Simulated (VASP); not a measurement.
Write the native input for VASP 6.6.1 that does the following.

```
Task                   : relaxation of cell and atoms
Functional             : r2SCAN
Potentials or basis    : VASP PAW PBE potentials, release 64 (Cd)
Cutoff                 : 600 eV
k mesh                 : 10 × 10 × 10
Occupations            : methfessel-paxton, width 0.1 eV
Spin                   : no spin polarisation
Further INCAR settings : ALGO = Normal; EDIFF = 1e-06; IBRION = 2; EDIFFG = -0.01; NSW = 60; ISIF = 3
```

The structure of Cd lies in POSCAR:

```
Cd
1.0
    0.0000000000      2.2181497500      2.2181497500
    2.2181497500      0.0000000000      2.2181497500
    2.2181497500      2.2181497500      0.0000000000
Cd
1
Direct
    0.0000000000      0.0000000000      0.0000000000
```

This isn't the form of Cd at room conditions, which is hcp.

These files were run (other wordings do the same):

INCAR

```
SYSTEM = Cd
PREC = Accurate
ENCUT = 600
EDIFF = 1E-6
ISMEAR = 1
SIGMA = 0.1
LREAL = .False.
LASPH = .True.
NELM = 60
ALGO = Normal
ISIF = 3
LWAVE = .False.
LCHARG = .False.
METAGGA = R2SCAN
LMIXTAU = .True.
IBRION = 2
NSW = 60
EDIFFG = -0.01
```

KPOINTS

```
regular mesh
0
Gamma
  10 10 10
  0 0 0
```

Potentials or basis: VASP PAW PBE potentials, release 64 (Cd).

Run with:

```console
$ cat potpaw_PBE.64/Cd/POTCAR > POTCAR
$ mpirun -np 1 vasp_std > vasp.out
```

It gave:

```
Relaxed volume                         : 21.86 Å³/atom
Relaxed cell                           : a = 3.138 Å, b = 3.138 Å, c = 3.138 Å, α = 60.00°, β = 60.00°, γ = 60.00°
Space group after relaxing (to 0.05 Å) : Fm-3m (No. 225)
Energy gained by relaxing              : 0.0 meV/atom
Ionic steps                            : 2
Pressure after relaxing                : 0.0 GPa
Band gap on the k mesh                 : none (metal or under the smearing width)
```

Caveat: the PAW data sets were made with another functional, which shifts forces and pressure a little.

Run time: 52 s on 1 thread of Intel(R) Xeon(R) 6975P-C (Granite Rapids), with other jobs on the host, peak memory 0.16 GiB.
